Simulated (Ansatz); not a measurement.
# Al under changes of volume

One of the cells (16.116 Å³/atom); the others are scaled copies at fixed shape and fractional positions:

```
CELL_PARAMETERS angstrom
-1.59122 1.59122 1.59122
1.59122 -1.59122 1.59122
1.59122 1.59122 -1.59122
ATOMIC_POSITIONS crystal
Al 0.00000 0.00000 0.00000
```

This isn't the form of Al at room conditions, which is fcc.

| Quantity | Value |
| --- | --- |
| Program | Ansatz 0.2.0 |
| Functional | PBE0 |
| Potentials or basis | Ansatz PAW |
| Cutoff | 420 eV (not typed: the program's choice for these potentials) |
| k mesh | 6 × 6 × 6 |
| Occupations | fermi-dirac, width 0.05 eV |
| Spin | no spin polarisation |

```csv
volume (Å³/atom),energy over the lowest point (meV/atom),pressure (GPa)
15.149,43.98,9.6
15.471,26.94,7.3
15.793,14.49,5.2
16.116,?,?
16.438,1.38,1.5
16.760,0.00,-0.1
17.083,1.58,-1.5
```

**Question.** What does the run at 16.116 Å³/atom give?

**Answer.** Energy over the lowest point 6.09 meV/atom; pressure 3.2 GPa.

Worked out: A Birch-Murnaghan fit of order 3 (a polynomial in V^(-2/3)) to the other rows has its minimum at 16.74 Å³/atom with B0 = V·E''(V) = 77 GPa and B' = 4.5. It gives 6.08 meV/atom at 16.116 Å³/atom, against the run's 6.09, and -dE/dV = 3.2 GPa, against 3.2.

Energies are extrapolated to zero smearing.

Caveats: all runs use coarse meshes; the PAW data sets come from PBE, with cores solved anew for the run's functional, which leaves a small shift of forces and pressure; the thresholds are loose for stress.
